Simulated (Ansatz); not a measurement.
Below is a relaxed structure of Al. The cell was found from a structure generator's guess, not taken from experiment.

These are results of DFT PBE, scalar-relativistic, plane waves, PAW in Ansatz 0.2.0, not measurements. Cutoff 420 eV, Γ-centred mesh, Gaussian smearing, no spin polarisation.

```
Al
1.0
     2.85091    0.00000    0.00000
    -1.42546    2.46896    0.00000
     0.00000    0.00000    4.72920
Al
2
Direct
  0.33333 0.66667 0.75000
  0.66667 0.33333 0.25000
```

Energies count from the standard state of Al at the same level.

(1) Find its symmetry and describe it.

(2) How far does it lie from the standard state of Al?

(3) Is it a metal?

Results:

(1) P6_3/mmc (No. 194), the hcp type. Conventional cell: a = 2.851 Å, c = 4.729 Å. Al is surrounded by 12 Al at 2.85–2.88 Å.

(2) +0.03 eV/atom. So it is a metastable form at best.

(3) Yes, bands cross the Fermi level on the 22×22×12 mesh.

The last run used a 22×22×12 mesh (in the run's order of axes) for its 2-atom cell and Gaussian smearing of 0.10 eV. The k mesh leaves some 4 meV/atom of noise in the energy of each metallic cell. This cell was reached by moving the atoms of another relaxed cell at random and relaxing again, last within the group found; it had no such test of its own.
